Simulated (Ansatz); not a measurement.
# CdS: pressure against volume, fitted

```xyz
4
Lattice="4.1348 0.0000 0.0000 -2.0674 3.5808 0.0000 0.0000 0.0000 6.7490" Properties=species:S:1:pos:R:3 pbc="T T T"
Cd    0.0000    2.3872    0.0000
Cd    2.0674    1.1936    3.3745
S     0.0000    2.3872    2.5984
S     2.0674    1.1936    5.9729
```

Atoms are numbered in the order listed.

The cell comes from COD entry 9008862, which wasn't checked; take it as a given geometry. It differs from other determinations.

All numbers below come from DFT, LDA, all-electron LAPW, scalar-relativistic (Ansatz 0.2.0).

Numerical set-up: a Γ-centred 8×8×4 k mesh, Fermi–Dirac smearing of 0.02 eV, basis error target 1 meV/atom, no spin polarisation.

The cell is scaled evenly. Fractional coordinates are held (clamped ions).

```tsv
V (Å³/atom)	P (GPa)
23.483	1.25
24.482	-1.54
24.732	-2.14
24.982	-2.70
25.231	-3.23
25.481	-3.74
25.981	-4.66
26.480	-5.48
```

Q: Fit a third-order Birch–Murnaghan curve to the pressures.

A: P = (3B0/2)(y^(7/2) − y^(5/2))[1 + (3/4)(B0′ − 4)(y − 1)] with y = (V0/V)^(2/3) fits within 0.01 GPa for V0 = 23.902 Å³/atom, B0 = 67.7 GPa and B0′ = 4.63.

Q: Predict the pressure at the withheld volume, 23.982 Å³/atom.

A: There y = 0.9978, so the fit gives -0.23 GPa; the run gave -0.23 GPa.
